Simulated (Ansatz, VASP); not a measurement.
# Mo: VASP beside Ansatz

```
Mo
1.0
     2.73705    0.00000    0.00000
    -0.91235    2.58051    0.00000
     0.00000    0.00000   18.46958
Mo
3
Direct
  0.50000 0.50000 0.37900
  0.00000 0.00000 0.49564
  0.50000 0.50000 0.61226
```

Alike in both runs: functional PBE; k mesh 11 × 11 × 1; occupations gaussian, width 0.1 eV; no spin polarisation.

Ansatz relaxed the structure, and its values are those at the end. VASP's run is a single point on that final structure, the one shown.

|  | VASP | Ansatz |
| --- | --- | --- |
| version | VASP 6.6.1 | Ansatz 0.2.0 |
| potentials or method | VASP PAW PBE potentials, release 64 (Mo_sv) | scalar-relativistic, plane waves, PAW |
| plane-wave cutoff (eV) | 520 | 420 |
| valence electrons in the cell | 42 | 42 |

|  | VASP | Ansatz | Ansatz less VASP |
| --- | --- | --- | --- |
| gap on the k mesh at the Fermi level (eV) | none | none | - |
| rms of the force components (eV/Å) | 0.012 | 0.000 | -0.0120 |

A gap of «none» marks a metal or a gap that the smearing closes.
